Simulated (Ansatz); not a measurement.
Starting cell, NaBr (rock salt):

```xyz
4
Lattice="0.0000 5.9476 5.9476 2.9738 2.9738 5.9476 2.9738 2.9738 0.0000" Properties=species:S:1:pos:R:3 pbc="T T T"
Br     0.0000     0.0000     0.0000
Br     2.9738     5.9476     8.9214
Na     2.9738     8.9214     8.9214
Na     2.9738     5.9476     5.9476
```

The atoms are displaced by Q × the pattern below (from a DFPT mode at X = (0.5, 0.5, 0.0), largest move 1; Q in Å), at fixed cell. (q is in reciprocal vectors of the primitive cell; the cell shown is doubled to hold the pattern.)

```csv
atom,x,y,z
Br1,0.000,0.000,-1.000
Br2,0.000,0.000,1.000
Na3,0.000,0.000,-0.832
Na4,0.000,0.000,0.832
```

Calculation: r2SCAN (plane waves to 500 eV, PAW, scalar-relativistic; Ansatz, a program for electronic structure). k mesh 10×10×10 (Γ-centred), Fermi-Dirac smearing 0.05 eV. Energies are smeared free energies. NaBr was relaxed with its symmetry unable to fall. ΔE is measured from the undisplaced structure.

### Question
Give the computed ΔE (meV/cell) and −dE/dQ from forces (eV/Å) at Q (Å) = -0.280, -0.233, -0.187, 0.047, 0.187.

### Answer
```tsv
Q (Å)	ΔE (meV/cell)	−dE/dQ from forces (eV/Å)
-0.280	250.8	1.880
-0.233	171.5	1.523
-0.187	108.3	1.188
0.047	6.6	-0.284
0.187	108.3	-1.188
```

(A displaced cell: forces are minus the slopes of the energy, force constants its curvatures, and phonons follow from these.)
